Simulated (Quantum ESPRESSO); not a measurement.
# CoO (Pm-3m) in Quantum ESPRESSO: further runs, part 2 of 4

Quantum ESPRESSO 7.5. Earlier steps stand in the parts before.

### Step 3. Phonons, PBEsol, collinear spin, ferromagnetic start

Contents of pw.in:

```
&CONTROL
  calculation = 'scf'
  prefix = 'pwscf'
  outdir = './tmp'
  pseudo_dir = './pseudo'
  tprnfor = .true.
  tstress = .true.
  disk_io = 'low'
/
&SYSTEM
  ibrav = 0
  A = 2.57052631
  nat = 2
  ntyp = 2
  ecutwfc = 96
  nbnd = 21
  occupations = 'smearing'
  smearing = 'fd'
  degauss = 0.00367493
  nspin = 2
  starting_magnetization(1) = 0.1176
  starting_magnetization(2) = 0
/
&ELECTRONS
  conv_thr = 4d-10
  electron_maxstep = 120
  mixing_beta = 0.3
/
ATOMIC_SPECIES
Co    58.9332 Co.upf
O     15.9990 O.upf
CELL_PARAMETERS alat
   1.0000000000    0.0000000000    0.0000000000
   0.0000000000    1.0000000000    0.0000000000
   0.0000000000    0.0000000000    1.0000000000
ATOMIC_POSITIONS alat
Co     0.0000000000    0.0000000000    0.0000000000
O      0.5000000000    0.5000000000    0.5000000000
K_POINTS automatic
6 6 6 1 1 1
```

Contents of relax.in:

```
&CONTROL
  calculation = 'vc-relax'
  prefix = 'pwscf'
  outdir = './tmp'
  pseudo_dir = './pseudo'
  tprnfor = .true.
  tstress = .true.
  disk_io = 'low'
  nstep = 40
  forc_conv_thr = 0.0001
  etot_conv_thr = 1d-06
/
&SYSTEM
  ibrav = 0
  A = 2.57052631
  nat = 2
  ntyp = 2
  ecutwfc = 96
  nbnd = 21
  occupations = 'smearing'
  smearing = 'fd'
  degauss = 0.00367493
  nspin = 2
  starting_magnetization(1) = 0.1176
  starting_magnetization(2) = 0
/
&ELECTRONS
  conv_thr = 4d-10
  electron_maxstep = 120
  mixing_beta = 0.3
/
&IONS
  ion_dynamics = 'bfgs'
/
&CELL
  cell_dynamics = 'bfgs'
  press = 0
  press_conv_thr = 0.2
/
ATOMIC_SPECIES
Co    58.9332 Co.upf
O     15.9990 O.upf
CELL_PARAMETERS alat
   1.0000000000    0.0000000000    0.0000000000
   0.0000000000    1.0000000000    0.0000000000
   0.0000000000    0.0000000000    1.0000000000
ATOMIC_POSITIONS alat
Co     0.0000000000    0.0000000000    0.0000000000
O      0.5000000000    0.5000000000    0.5000000000
K_POINTS automatic
6 6 6 1 1 1
```

Contents of scf2.in:

```
&CONTROL
  calculation = 'scf'
  prefix = 'pwscf'
  outdir = './tmp'
  pseudo_dir = './pseudo'
  tprnfor = .true.
  tstress = .true.
  disk_io = 'low'
/
&SYSTEM
  ibrav = 0
  A = 2.56951285
  nat = 2
  ntyp = 2
  ecutwfc = 96
  nbnd = 21
  occupations = 'smearing'
  smearing = 'fd'
  degauss = 0.00367493
  nspin = 2
  starting_magnetization(1) = 0.1176
  starting_magnetization(2) = 0
/
&ELECTRONS
  conv_thr = 1d-13
  electron_maxstep = 120
  mixing_beta = 0.3
  startingpot = 'file'
  startingwfc = 'file'
/
ATOMIC_SPECIES
Co    58.9332 Co.upf
O     15.9990 O.upf
CELL_PARAMETERS alat
   1.0000000004    0.0000000000    0.0000000000
   0.0000000000    1.0000000004    0.0000000000
   0.0000000000    0.0000000000    1.0000000004
ATOMIC_POSITIONS alat
Co     0.0000000000    0.0000000000    0.0000000000
O      0.5000000002    0.5000000002    0.5000000002
K_POINTS automatic
6 6 6 1 1 1
```

Contents of ph.in:

```
phonons of CoO
&INPUTPH
  prefix = 'pwscf'
  outdir = './tmp'
  tr2_ph = 1d-18
  fildyn = 'dyn'
  niter_ph = 90
  alpha_mix(1) = 0.4
/
0.0000000000 0.0000000000 0.0000000000
```

Contents of dynmat.in:

```
&INPUT
  fildyn = 'dyn'
  asr = 'crystal'
  filout = 'dynmat.disp'
  fileig = 'dynmat.eig'
/
```

Potentials or basis: PseudoDojo 0.4.1 SR PBEsol standard.

Started as:

```bash
> OMP_NUM_THREADS=1 pw.x -in pw.in > pw.out
> OMP_NUM_THREADS=1 pw.x -in relax.in > relax.out
> OMP_NUM_THREADS=1 pw.x -in scf2.in > scf2.out
> OMP_NUM_THREADS=1 ph.x -in ph.in > ph.out
> OMP_NUM_THREADS=1 dynmat.x -in dynmat.in > dynmat.out
```

pw.out:

```text
This program is part of the open-source Quantum ESPRESSO suite
     for quantum simulation of materials; please cite
[... 9 lines left out ...]
     --------------------
     sticks:   dense  smooth     PW     G-vecs:    dense   smooth      PW
     Sum         725     725    221                14531    14531    2373

     Using Slab Decomposition

     bravais-lattice index     =            0
     lattice parameter (alat)  =       4.8576  a.u.
     unit-cell volume          =     114.6206 (a.u.)^3
     number of atoms/cell      =            2
     number of atomic types    =            2
     number of electrons       =        23.00
     number of Kohn-Sham states=           21
     kinetic-energy cutoff     =      96.0000  Ry
     charge density cutoff     =     384.0000  Ry
     scf convergence threshold =      4.0E-10
     mixing beta               =       0.3000
     number of iterations used =            8  plain     mixing
     Exchange-correlation= PBESOL
                           (   1   4  10   8   0   0   0)

     celldm(1)=   4.857591  celldm(2)=   0.000000  celldm(3)=   0.000000
     celldm(4)=   0.000000  celldm(5)=   0.000000  celldm(6)=   0.000000

     crystal axes: (cart. coord. in units of alat)
               a(1) = (   1.000000   0.000000   0.000000 )
               a(2) = (   0.000000   1.000000   0.000000 )
               a(3) = (   0.000000   0.000000   1.000000 )

     reciprocal axes: (cart. coord. in units 2 pi/alat)
               b(1) = (  1.000000  0.000000  0.000000 )
               b(2) = (  0.000000  1.000000  0.000000 )
               b(3) = (  0.000000  0.000000  1.000000 )

     PseudoPot. # 1 for Co read from file:
[... 206 lines left out ...]
     atom   1 (R=0.357)  charge= 14.8563  magn=  2.4684
     atom   2 (R=0.357)  charge=  5.9162  magn=  0.4941

     End of self-consistent calculation

 ------ SPIN UP ------------

          k = 0.0833 0.0833 0.0833 (  1830 PWs)   bands (ev):

   -80.1684 -43.6088 -43.6080 -43.6080  -4.1982  11.5883  11.5883  11.9889
    13.1430  13.1430  14.2610  14.2610  14.3315  18.6946  31.4720  31.4720
    35.7230  37.7080  37.7080  44.9331  44.9331
[... 51 lines left out ...]
   -80.1377 -43.6910 -43.6903 -43.6903  -1.4460   8.8137   8.8137   9.1461
    14.5412  14.5412  15.1834  15.9416  15.9416  23.0440  24.0576  24.0576
    33.4077  38.2609  38.2609  38.2767  52.9191

 ------ SPIN DOWN ----------

          k = 0.0833 0.0833 0.0833 (  1830 PWs)   bands (ev):

   -77.6625 -40.9603 -40.9592 -40.9592  -3.4686  12.9925  13.0176  13.0176
    14.7544  14.7544  16.9178  16.9178  16.9992  19.4949  32.1351  32.1351
    36.3983  38.3141  38.3141  45.3077  45.3077
[... 51 lines left out ...]
   -77.6296 -41.0511 -41.0502 -41.0502  -0.5387   9.9685   9.9685  10.2332
    16.8866  16.8866  17.5288  18.3511  18.3511  23.5868  24.5043  24.5043
    34.3341  39.0244  39.0244  39.0693  53.4638

     the Fermi energy is    16.4139 ev

!    total energy              =    -338.49945030 Ry
     estimated scf accuracy    <          3.6E-10 Ry
     smearing contrib. (-TS)   =      -0.00092255 Ry
     internal energy E=F+TS    =    -338.49852775 Ry

     The total energy is F=E-TS. E is the sum of the following terms:
     one-electron contribution =    -135.09339340 Ry
     hartree contribution      =      84.01380107 Ry
     xc contribution           =     -63.90965256 Ry
     ewald contribution        =    -223.50928286 Ry

     total magnetization       =     3.00 Bohr mag/cell
     absolute magnetization    =     3.03 Bohr mag/cell

     convergence has been achieved in  14 iterations

     Forces acting on atoms (cartesian axes, Ry/au):

     atom    1 type  1   force =     0.00000000    0.00000000    0.00000000
     atom    2 type  2   force =     0.00000000    0.00000000    0.00000000

     Total force =     0.000000     Total SCF correction =     0.000000

     Computing stress (Cartesian axis) and pressure

          total   stress  (Ry/bohr**3)                   (kbar)     P=       -2.87
  -0.00001954   0.00000000   0.00000000           -2.87        0.00        0.00
   0.00000000  -0.00001954   0.00000000            0.00       -2.87        0.00
   0.00000000   0.00000000  -0.00001954            0.00        0.00       -2.87

=------------------------------------------------------------------------------=
   JOB DONE.
=------------------------------------------------------------------------------=
```

scf2.out:

```text
This program is part of the open-source Quantum ESPRESSO suite
     for quantum simulation of materials; please cite
[... 9 lines left out ...]
     --------------------
     sticks:   dense  smooth     PW     G-vecs:    dense   smooth      PW
     Sum         725     725    221                14531    14531    2373
[... 284 lines left out ...]
  -0.00000064   0.00000000   0.00000000           -0.09        0.00        0.00
   0.00000000  -0.00000064   0.00000000            0.00       -0.09        0.00
   0.00000000   0.00000000  -0.00000064            0.00        0.00       -0.09

=------------------------------------------------------------------------------=
   JOB DONE.
=------------------------------------------------------------------------------=
```

It took 3 min on 1 thread of Intel Xeon Platinum 8259CL at 2.50GHz (Skylake/Cascade Lake), shared host; peak memory 0.07 GiB.

What came out:

| Property | Result |
| --- | --- |
| Free energy | -4605.5197 eV |
| Relaxed volume | 8.48 Å³/atom |
| Relaxed cell | a = 2.570 Å, b = 2.570 Å, c = 2.570 Å, α = 90.00°, β = 90.00°, γ = 90.00° |
| Space group after relaxing (to 0.05 Å) | Pm-3m (No. 221) |
| Pressure after relaxing | 0.0 GPa |
| Band gap on the k mesh | none (metal or under the smearing width) |
| Net moment | 3.00 μB per cell |
| Absolute moment | 3.03 μB per cell |
| Site moments | Co +2.47; O +0.49 μB |
| Valence electrons inside the program's atomic spheres | Co 14.86; O 5.92 |
| Highest phonon frequency at Γ | -38 cm⁻¹ |
| Most unstable mode | 92i cm⁻¹ |

Final structure:
```yaml
crystal:
  lattice:
    - [2.56951, 0.00000, 0.00000]
    - [0.00000, 2.56951, 0.00000]
    - [0.00000, 0.00000, 2.56951]
  atoms:
    - { symbol: Co, position: [0.00000, 0.00000, 0.00000] }
    - { symbol: O, position: [0.50000, 0.50000, 0.50000] }
```

Phonon frequencies in cm⁻¹ (negative: imaginary):
```csv
q point,frequencies
"(0.000, 0.000, 0.000)",-92 -92 -92 -38 -38 -38
```

Optical modes at Γ, degenerate ones joined:
```tsv
cm⁻¹	components	symmetry	active in
91i	3	T1u	IR
```

Caveat: the k mesh is coarse (spacing up to 0.41 Å⁻¹), so the values aren't converged; the mesh is thin for the phonons of a metal; some modes are imaginary; before the sum rule the acoustic modes lie tens of cm⁻¹ from zero, a sign that the density grid also shifts the optical modes; a cell with one magnetic atom can't hold antiferromagnetic order, which such compounds often take; semilocal functionals often make such compounds metallic where correlation or magnetic order opens a gap, which also shifts bond lengths. With open d or f shells a metallic result of PBEsol can be an artefact of self-interaction; +U or a hybrid may open a gap.

(Continued in part 3 of 4.)
